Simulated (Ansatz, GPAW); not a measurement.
**Zn: 3 runs at one level of theory**

```
CELL_PARAMETERS angstrom
0.00000 1.96478 1.96478
1.96478 0.00000 1.96478
1.96478 1.96478 0.00000
ATOMIC_POSITIONS crystal
Zn 0.00000 0.00000 0.00000
```

This isn't the form of Zn at room conditions, which is hcp.

Alike in all runs: task band structure; functional PBEsol; k mesh 12 × 12 × 12; occupations fermi-dirac, width 0.05 eV; no spin polarisation; no spin-orbit coupling. Pressure is positive in compression and, in plane waves, holds the error of the finite cutoff, which Ansatz's Pulay term estimates and takes out.

| program and potentials | plane-wave cutoff (eV) | notes | band gap (eV) | pressure (GPa) |
| --- | --- | --- | --- | --- |
| GPAW, PAW data sets generated for this functional | 600 | - | no gap | -5.39 |
| Ansatz, all-electron LAPW, scalar-relativistic | - | - | no gap | -5.17 |
| Ansatz, PAW datasets made for the crystal | 240 | - | no gap | -5.17 |

None finds a gap. The pressure spans -5.39 (GPAW, PAW data sets generated for this functional) to -5.17 GPa (Ansatz, PAW datasets made for the crystal), with all-electron results at -5.17.

Differences between rows come from potentials, basis sets and numerical settings, since the functional is the same but for its coding. Runs on potential files found faulty are left out.
